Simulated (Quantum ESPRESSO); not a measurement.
Au under changes of volume

One of the cells (16.855 Å³/atom); the others are scaled copies at fixed shape and fractional positions:

```
Au
1.0
     0.00000    2.03500    2.03500
     2.03500    0.00000    2.03500
     2.03500    2.03500    0.00000
Au
1
Direct
  0.00000 0.00000 0.00000
```

```yaml
Program: Quantum ESPRESSO 7.5
Functional: PBE
Potentials_or_basis: Ansatz NC SR PBE
Cutoff: 1034 eV
Density_cutoff: 4136 eV
k_mesh: 11 × 11 × 11
Occupations: fermi-dirac, width 0.05 eV
Spin: no spin polarisation
```

| volume (Å³/atom) | energy over the lowest point (meV/atom) | pressure (GPa) |
| --- | --- | --- |
| 15.843 | 147.48 | 25.5 |
| 16.181 | ? | ? |
| 16.518 | 62.44 | 15.1 |
| 16.855 | 35.04 | 10.8 |
| 17.192 | 16.15 | 7.0 |
| 17.529 | 4.77 | 3.7 |
| 17.866 | 0.00 | 0.8 |

Problem. What does the run at 16.181 Å³/atom give?

Solution. Energy over the lowest point 99.50 meV/atom; pressure 20.0 GPa.

Worked out: A Birch-Murnaghan fit of order 3 (a polynomial in V^(-2/3)) to the other rows has its minimum at 17.97 Å³/atom, just outside them, with B0 = V·E''(V) = 143 GPa and B' = 5.6. It gives 99.44 meV/atom at 16.181 Å³/atom, against the run's 99.50, and -dE/dV = 20.1 GPa, against 20.0.

Energies are extrapolated to zero smearing.
